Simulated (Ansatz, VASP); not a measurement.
## One calculation of Ag, two programs

The input INCAR:

```
  ALGO = Normal
  EDIFF = 1E-7
  ENCUT = 520
  GGA = PE
  ISIF = 2
  ISMEAR = 0
  LASPH = T
  LCHARG = T
  LELF = T
  LREAL = F
  LVHAR = T
  LWAVE = F
  NBANDS = 12
  NELM = 100
  PREC = Accurate
  SIGMA = 0.15
```

KPOINTS

```
k-points
0
Gamma
  20 20 20
```

The input POSCAR:

```
Ag
1.0
    0.0000000000      1.9613760000      2.1248240000
    1.9613760000      0.0000000000      2.1248240000
    1.9613760000      1.9613760000      0.0000000000
Ag
1
Direct
    0.0000000000      0.0000000000      0.0000000000
```

Input for Ansatz:

```yaml
crystal:
  lattice:
    - [0.0, 1.961376, 2.124824]
    - [1.961376, 0.0, 2.124824]
    - [1.961376, 1.961376, 0.0]
  atoms:
    - { symbol: Ag, position: [0.0, 0.0, 0.0] }
basis:
  ecutwfc: 420
kpoints:
  mp_grid: { grid: [20, 20, 20] }
hamiltonian:
  xc: pbe
scf:
  occupations: { method: gaussian, width: 0.15 }
output:
  forces: true
  stress: true
  eigenvalues: true
```

Change from the starting cell: strain -0.040 along x and y, +0.040 along z, atoms carried along.

Alike in both runs: task single point; functional PBE; k mesh 20 × 20 × 20; occupations gaussian, width 0.15 eV; no spin polarisation.

```csv
,VASP,Ansatz
version,VASP 6.6.1,Ansatz 0.2.0
potentials or method,"VASP PAW PBE potentials, release 64 (Ag)","scalar-relativistic, plane waves, PAW"
plane-wave cutoff (eV),520,420
valence electrons in the cell,11,19
```

```csv
,VASP,Ansatz,Ansatz less VASP
gap on the k mesh at the Fermi level (eV),none,none,-
pressure (GPa),10.3,10.6,+0.23
largest component of the traceless stress (GPa),3.28,3.30,+0.021
```

A gap of «none» marks a metal or a gap that the smearing closes. The two sets of potentials don't hold the same shells in valence.
